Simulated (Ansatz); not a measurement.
**Equation of state of indium, omega (AlB2-type)**

Theory: DFT, PBE, plane waves (420 eV) with PAW, scalar-relativistic in Ansatz.

The cell is scaled uniformly from the relaxed one, with fractional coordinates and shape fixed. Energies are extrapolated to zero smearing, pressures are those at the given smearing. Magnetic state: spin not included.

```json
{"V (Å³/atom)": "24.567", "E − E₀ (meV/atom)": "56.4", "P (GPa)": "6.13"}
{"V (Å³/atom)": "25.684", "E − E₀ (meV/atom)": "23.3", "P (GPa)": "3.60"}
{"V (Å³/atom)": "26.801", "E − E₀ (meV/atom)": "5.6", "P (GPa)": "1.63"}
{"V (Å³/atom)": "27.917", "E − E₀ (meV/atom)": "0.0", "P (GPa)": "0.10"}
{"V (Å³/atom)": "29.034", "E − E₀ (meV/atom)": "3.8", "P (GPa)": "-1.07"}
{"V (Å³/atom)": "30.151", "E − E₀ (meV/atom)": "14.7", "P (GPa)": "-1.99"}
{"V (Å³/atom)": "31.267", "E − E₀ (meV/atom)": "31.4", "P (GPa)": "-2.72"}
```

Task: Fit a third-order Birch-Murnaghan equation.

Result: V₀ = 27.98 Å³/atom, B₀ = 33 GPa, B₀′ = 5.3.
